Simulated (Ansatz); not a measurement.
# BeS: band gap under strain

How does strain move the band edges of BeS (zincblende), and do the functionals agree on it? States: -0.9 % biaxial strain in x and y, z held; -0.7 % strain along x alone; +5.4 % biaxial strain in x and y, free along z.

Program: Ansatz 0.2.0. PAW datasets, plane waves. The values are computed, spin-unpolarised, and not measurements.

## (1) The structure to begin with

The unstrained cell was relaxed with r2SCAN; in each strained cell the atoms were relaxed again with r2SCAN. Names of k-points are those of the unstrained zone, where strain can split equivalent points. First state: -0.9 % biaxial strain in x and y, z held.

The symmetry is I-4m2 (No. 119, tetragonal); a = 3.413 Å, c = 4.869 Å in the conventional setting, 14.18 Å³ an atom. Around Be lie 4 S at 2.10 Å; around S lie 4 Be at 2.10 Å.

Coordinates:

```cif
data_structure
_symmetry_space_group_name_H-M 'I-4m2'
_symmetry_Int_Tables_number 119
_cell_length_a 3.4127
_cell_length_b 3.4127
_cell_length_c 4.8686
_cell_angle_alpha 90.000
_cell_angle_beta 90.000
_cell_angle_gamma 90.000
_cell_volume 56.70
loop_
_atom_site_label
_atom_site_type_symbol
_atom_site_symmetry_multiplicity
_atom_site_Wyckoff_symbol
_atom_site_fract_x
_atom_site_fract_y
_atom_site_fract_z
_atom_site_occupancy
Be1 Be 2 a 0.00000 0.00000 0.00000 1
S1 S 2 d 0.50000 0.00000 0.25000 1
```

## (2) -0.9 % biaxial strain in x and y, z held: PBE

input.yaml reads:

```yaml
crystal:
  lattice:
    - [0.0, 2.4131277662, 2.4343062304]
    - [2.4131277662, 0.0, 2.4343062304]
    - [2.4131277662, 2.4131277662, 0.0]
  atoms:
    - { symbol: Be, position: [0.0, 0.0, 0.0] }
    - { symbol: S, position: [0.25, 0.25, 0.25] }
kpoints:
  mp_grid: { grid: [10, 10, 10] }
  band_path:
    path:
      - [0.0, 0.0, 0.0]
      - [-0.5, -0.5, 0.0]
      - [-0.375, -0.375, 0.25]
      - [-0.375, 0.0, 0.375]
      - [0.0, 0.0, 0.5]
      - [-0.5, -0.25, 0.25]
      - [-0.0375, 0.0, 0.0375]
    npoints: 1
hamiltonian:
  xc: pbe
scf:
  occupations: { method: fermi_dirac, width: 0.02 }
  n_extra_bands: 4
output:
  forces: true
  stress: true
  eigenvalues: true
```

The runs that follow: -0.9 % biaxial strain in x and y, z held: r2SCAN; -0.9 % biaxial strain in x and y, z held: HSE06; -0.7 % strain along x alone: PBE; -0.7 % strain along x alone: r2SCAN; -0.7 % strain along x alone: HSE06; +5.4 % biaxial strain in x and y, free along z: PBE; +5.4 % biaxial strain in x and y, free along z: r2SCAN; +5.4 % biaxial strain in x and y, free along z: HSE06.

Before running it: what results should come out?

As calculated:

Least gap in eV (negative: overlap):

```
                                         state   PBE  r2SCAN  HSE06
      -0.9 % biaxial strain in x and y, z held  3.06    3.51   4.01
                   -0.7 % strain along x alone  3.06    3.52   4.01
+5.4 % biaxial strain in x and y, free along z  2.59    3.02   3.52
```

**Reading.** Where both were run, the HSE06 gap lies +0.93 to +0.95 eV from PBE's, each on its own k points. In PBE the gap is least under +5.4 % biaxial strain in x and y, free along z (2.59 eV) and largest under -0.7 % strain along x alone (3.06 eV).
